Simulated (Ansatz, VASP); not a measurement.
SrCl2: VASP beside Ansatz

```
CELL_PARAMETERS angstrom
0.00000 3.47862 3.47862
3.47862 0.00000 3.47862
3.47862 3.47862 0.00000
ATOMIC_POSITIONS crystal
Sr 0.00000 0.00000 0.00000
Cl 0.25000 0.25000 0.25000
Cl 0.75000 0.75000 0.75000
```

Alike in both runs: functional PBE; dispersion D3(BJ); k mesh 6 × 6 × 6; occupations gaussian, width 0.02 eV; no spin polarisation.

Ansatz relaxed the structure, and its values are those at the end. VASP's run is a single point on that final structure, the one shown.

|  | VASP | Ansatz |
| --- | --- | --- |
| version | VASP 6.6.1 | Ansatz 0.2.0 |
| potentials or method | VASP PAW PBE potentials, release 64 (Sr_sv, Cl) | scalar-relativistic, plane waves, PAW |
| plane-wave cutoff (eV) | 520 | 420 |
| valence electrons in the cell | 24 | 24 |

```csv
,VASP,Ansatz,Ansatz less VASP
gap on the k mesh at the Fermi level (eV),5.37,5.38,+0.005
least direct gap on the mesh (eV),5.50,5.50,+0.003
pressure (GPa),0.1,0.0,-0.09
```

A k mesh can miss the band edges. PBE gaps usually lie below the measured ones, often by a third to a half.
